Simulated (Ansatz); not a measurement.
**W (fcc)**

Method: PBE with spin–orbit coupling; two-component spinors; PAW, 420 eV, Γ-centred 18×18×18 mesh, 0.05 eV Gaussian smearing; code Ansatz. The datasets are Ansatz's generated set soft_2.

```cif
data_structure
_symmetry_space_group_name_H-M 'P 1'
_symmetry_Int_Tables_number 1
_cell_length_a 2.8570
_cell_length_b 2.8570
_cell_length_c 2.8570
_cell_angle_alpha 60.000
_cell_angle_beta 60.000
_cell_angle_gamma 60.000
_cell_volume 16.49
loop_
_atom_site_label
_atom_site_type_symbol
_atom_site_fract_x
_atom_site_fract_y
_atom_site_fract_z
_atom_site_occupancy
W1 W 0.00000 0.00000 0.00000 1
```

At room temperature and ambient pressure W is bcc.

Cell and atoms are those of this level's equilibrium.

Path: Γ–X–U | K–Γ–L–W–X, with Γ = (0.000, 0.000, 0.000), X = (0.500, 0.000, 0.500), U = (0.625, 0.250, 0.625), K = (0.375, 0.375, 0.750), L = (0.500, 0.500, 0.500), W = (0.500, 0.250, 0.750) in reciprocal vectors of the calculation's cell.

Is it a metal or an insulator, and if it has a gap, where are the band edges on this path?

A metal: bands cross the Fermi level.

Bands as a text map, energy in eV from the Fermi level (dashes), each leg drawn with the same width:
```
  2.86 |  **      *        *        *       **                       *
  2.57 |**    *    **       **  *    ***** **                  *    * 
  2.29 | *    *  *   *                   ***                       *  
  2.00 |  *                          *                        *       
  1.71 |     *        *       *  *  *                        *    *   
  1.43 |     *  *      *                                *** *         
  1.14 |   *            *      *  **                   *   *     *    
  0.86 |    *            *      ***                                   
  0.57 |                           *             *    *         *     
  0.29 |   *   *          *         *      *    * ** *                
  0.00 |--***--------------*---------*----*-**------*----------*------
 -0.29 |**   **             **      * ****    **    *                 
 -0.57 |  *                        * *   *****  **** *        *       
 -0.86 |**                        *   ***     **                      
 -1.14 |  *                   *      *   **   * ***   *      *        
 -1.43 |                         *  *      * *     *   *              
 -1.71 |   *                   *            *       *   *   *         
 -2.00 |                        *  *                     ***          
 -2.29 |    *                   ***                  *    **          
 -2.57 |                       *                      *  *  *         
 -2.86 |     *                *                              *        
 -3.14 |                                               **             
 -3.43 |      *            *** *                       **     *       
 -3.71 |                  *   *                          ***   *      
 -4.00 |       *        **      *                     *     **  **    
 -4.29 |        *     **    **                                *   *   
 -4.57 |         *****     *     *                   *         *   ***
 -4.86 |                 **                                     *     
        Γ         X         UK         Γ         L         W         X
```
